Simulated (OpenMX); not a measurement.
AlN in OpenMX: the effect of volume scale

Crystal: AlN.

```
Al N
1.0
     0.00000    1.94965    1.94965
     1.94965    0.00000    1.94965
     1.94965    1.94965    0.00000
Al N
1 1
Direct
  0.50000 0.50000 0.50000
  0.00000 0.00000 0.00000
```

Measurements of this composition are mostly on another form, of space group No. 186.

Alike in all runs:

| Quantity | Value |
| --- | --- |
| Program | OpenMX 3.8.5 |
| Task | single point |
| Functional | PBE |
| Potentials or basis | OpenMX 2013 PBE set, Al7.0-s2p2d1, N6.0-s2p2d1, grid cutoff 400 Ry |
| k mesh | 9 × 9 × 9 |
| Occupations | fermi-dirac, width 0.05 eV |
| Spin | no spin polarisation |

**Question.** One run gave: gap on the mesh 5.15 eV; pressure 8.8 GPa. Which volume scale did it use?
A. 1.04
B. 1
C. 0.88
D. 0.96
E. 0.92

**Answer.** D.

```csv
volume scale,gap on the mesh (eV),pressure (GPa)
0.88,5.08,38.9
0.92,5.17,22.4
0.96,5.15,8.8
1,4.74,-2.3
1.04,4.36,-11.5
1.08,4.00,-19.0
```

Caveats: an odd mesh through Γ misses points on the zone boundary, where band edges often lie; the basis of atomic orbitals isn't converged, which shifts pressures, moduli and gaps.
